**Cobalt: does the cell survive a change of functional?**

When a calculation on cobalt is moved to another density functional, someone has to decide whether the old cell can stay or its volume must be found again. Each functional has its own preferred volume, and a cell carried over from another one is usually under pressure or tension from the start. Two total energies, computed in slightly larger and slightly smaller cells, are enough to estimate the new volume by mental arithmetic.

All-electron FLAPW DFT with FLEUR MaX-R8.1 (later development tree) for hcp cobalt: collinear spins started ferromagnetic, 12 × 12 × 7 k mesh, Fermi–Dirac smearing of 0.05 eV, no spin–orbit coupling or dispersion correction. Values come from energy–volume fits at fixed cell shape; the bulk modulus slope is its pressure derivative.

| functional | equilibrium volume (Å³/atom) | equilibrium volume change (% of the given cell) | bulk modulus (GPa) | bulk modulus slope |
| --- | --- | --- | --- | --- |
| PBE | 10.842 | 1.900 | 207.00 | 5.240 |
| PBEsol | 10.360 | -2.630 | 234.10 | 4.350 |
| r2SCAN | 10.652 | 0.120 | 230.10 | 3.400 |
| AM05 | 10.317 | -3.040 | 233.10 | 4.290 |
| SCAN | 10.526 | -1.080 | 235.30 | 3.080 |

**The rule**

Changing the functional acts like changing the weight on a spring: the shift is the load divided by the stiffness. Let the tilt $T$ be the energy per atom of a cell 4 % larger than the given one, less that of a cell 4 % smaller. A negative $T$ means that the larger cell has the lower energy. With $V$ the volume per atom of the given cell, here 10.64 Å³, and $B$ the bulk modulus, the mean pressure between the two cells is $P\approx -T/(0.08\,V)$, and the minimum lies at

$$\frac{\Delta V}{V}\approx\frac{P}{B}=-\frac{T}{0.08\,BV}.$$

The mean of the five bulk moduli is 228 GPa. As 1 eV/Å³ is 160.2 GPa, $BV = 228\times 10.64/160.2 = 15.1$ eV, and a shift of one per cent costs $0.01\times0.08\times15.1$ eV, or 12 meV. **Every 12 meV per atom of tilt moves the minimum by one per cent, towards the cell with the lower energy.**

**Two rows by hand**

For PBE the larger cell has −37918.4607 eV per atom and the smaller one −37918.4369 eV, so $T=-23.8$ meV. The estimate is

$$\frac{23.8}{12}=2.0\ \%,\qquad V\approx 10.64\times1.020=10.85\ \text{Å}^3,$$

against 10.84 Å³ from the full energy curve.

For AM05 the tilt is +34.2 meV, so the cell should shrink by 2.85 %. That gives 10.34 Å³, where the full curve gives 10.32 Å³.

**Why the functionals pull differently**

PBE lowers the exchange energy strongly where the density is uneven. Moving the atoms apart makes the density between them more uneven, so this reward favours a larger cell. PBEsol has a weaker reward and prefers a denser metal; in the same cell the two differ by $4.5+5.6\approx10$ GPa of pressure. This is the accepted theoretical argument, and the computed order agrees with it without proving it. By the same reasoning the local density approximation, which has no such reward, is known to give dense metals.

SCAN and r2SCAN, which also use the kinetic energy density, fall between PBE and PBEsol. A more elaborate type of functional therefore does not by itself mean a larger or a smaller cell. These energies do not reveal why the two differ from each other by about one per cent. Both are known to make ferromagnetic metals such as cobalt too magnetic, which can affect the volume as well.

**Why one stiffness is enough**

PBE looks like the softest cobalt in the table, but much of that comes from its larger volume, since a metal stiffens when squeezed. In the given cell its modulus is about 228 GPa, while PBEsol and AM05, stretched there beyond their own minima, drop to 210 and 205 GPa. What governs the shift is the stiffness on the way from the given cell to the minimum, and this varies less among the functionals than the tabulated moduli do. Inserting each row's own bulk modulus therefore makes the estimates worse on the whole; only r2SCAN's improves, by a negligible amount. PBE's modulus is probably the least certain: its energies scatter most about the fitted curve and were computed with lower basis cutoffs.

**How good it is**

The largest miss is 0.19 percentage points of the given cell's volume, while the computed changes span 4.9 points. For r2SCAN the miss is about as large as the shift itself, so there the rule shows only that the cell is already close to its minimum. The volumes in the table come from curves through these same energies, and all five moduli entered the 12 meV. The comparison thus tests the shortcut, not the functionals.

Every estimated volume is slightly too large, and here the spring analogy ends. Cobalt resists compression more than expansion, which raises the energy of the smaller cell and mimics a wish to expand. Theory puts this bias at 0.14 points, close to the mean miss of 0.12. With cells 6 % larger and smaller, where each per cent of shift takes 18 meV of tilt, the bias should grow to 0.30, and the mean miss becomes 0.29. The output below lists the estimates row by row.

**Where to stop**

If the given cell is 10 % away from the minimum, the same asymmetry is expected to add an error of roughly one to two percentage points, and a new pair of cells should be centred on the estimated volume. Both energies must also belong to the same magnetic state. The runs started ferromagnetic, but their final moments are not available to confirm it.

The estimate holds for a cell of fixed shape and is counted from the given cell, not from experiment. The measured volume, recalled roughly, is 11 Å³ per atom, so r2SCAN's small change is no sign of accuracy.

In a series of alkali metals the steps would be the same but the 12 meV would not. Those metals are so much softer that a far smaller tilt moves the minimum by one per cent, and $BV$ has to be worked out afresh.

Numerical output:

```
Rule of 12 meV per per cent:
     row  tilt_meV_per_atom  mean_pressure_GPa  estimated_change_percent  computed_change_percent  miss_points
     PBE              -23.8               4.48                     1.983                      1.9      0.08333
  PBEsol               29.7              -5.59                    -2.475                    -2.63        0.155
  r2SCAN               -2.8              0.527                    0.2333                     0.12       0.1133
    AM05               34.2             -6.437                     -2.85                    -3.04         0.19
    SCAN                 12             -2.259                        -1                    -1.08         0.08
Volumes and stiffness:
     row  estimated_volume_A3  computed_volume_A3  modulus_at_minimum_GPa  modulus_at_given_cell_GPa  halfway_modulus_GPa
     PBE                10.85               10.84                     207                      227.8                217.4
  PBEsol                10.38               10.36                   234.1                      209.9                  222
  r2SCAN                10.66               10.65                   230.1                      233.4                231.7
    AM05                10.34               10.32                   233.1                      205.2                219.1
    SCAN                10.53               10.53                   235.3                      229.6                232.5
Misses of other choices in points:
     row  own_modulus_at_minimum  halfway_modulus  tilt_of_6_percent_pair_meV  rule_of_18_meV_with_6_percent_pair
     PBE                  0.2641           0.1608                       -39.2                              0.2778
  PBEsol                   0.242           0.1117                        41.4                                0.33
  r2SCAN                   0.109           0.1074                          -7                              0.2689
    AM05                  0.2784           0.1024                        48.3                              0.3567
    SCAN                  0.1201           0.1084                        15.4                              0.2244
Tilt per per cent of volume from the mean modulus, 4 percent pair, meV/atom: 12.11
Tilt per per cent of volume from the mean modulus, 6 percent pair, meV/atom: 18.16
Rms miss of the rule of 12, points: 0.1314
Largest miss of the rule of 12, points: 0.19
Rms miss with each row's own modulus at its minimum, points: 0.2155
Rms miss with the halfway modulus, points: 0.1201
Mean miss of the rule of 12, points: 0.1243
Chord bias expected for the 4 percent pair, points: 0.1353
Mean miss with the 6 percent pair, points: 0.2916
Chord bias expected for the 6 percent pair, points: 0.3043
Computed range of the volume change over the table, points: 4.94
Computed gap PBE less PBEsol, points: 4.53
Estimated gap PBE less PBEsol, points: 4.458
Second-order extra miss for a start cell 10 percent from the minimum, points: 1.536
```
